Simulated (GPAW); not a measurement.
Crystal: Sc.

```
Sc
1.0
     0.00000    2.26000    2.26000
     2.26000    0.00000    2.26000
     2.26000    2.26000    0.00000
Sc
1
Direct
  0.00000 0.00000 0.00000
```

This isn't the form of Sc at room conditions, which is hcp.

| Property | Result |
| --- | --- |
| Program | GPAW 26.7.0 |
| Task | single point |
| Functional | PBE |
| Potentials or basis | GPAW PAW data sets (gpaw-data 1.2.1) |
| Cutoff | 600 eV |
| Basis | pw |
| k mesh | 10 × 10 × 10 |
| Occupations | fermi-dirac, width 0.05 eV |
| Spin | no spin polarisation |

On this cell: pressure 3.7 GPa; band gap on the k mesh none (metal or under the smearing width).

The same run follows on a disturbed copy (cell strained at random at fixed volume):

```
Sc
1.0
    -0.01168    2.25030    2.29529
     2.24844   -0.02351    2.30712
     2.21212    2.22582    0.01281
Sc
1
Direct
  0.99182 0.00078 0.99550
```

**Question.** What does the disturbed cell give?

**Answer.** The energy (extrapolated to zero smearing) moves by +2.5 meV/atom; pressure 3.7 GPa; band gap on the k mesh none (metal or under the smearing width).

Stress tensor (GPa, compression positive):
```
 3.99  0.89 -0.42
 0.89  3.87 -0.02
-0.42 -0.02  3.35
```
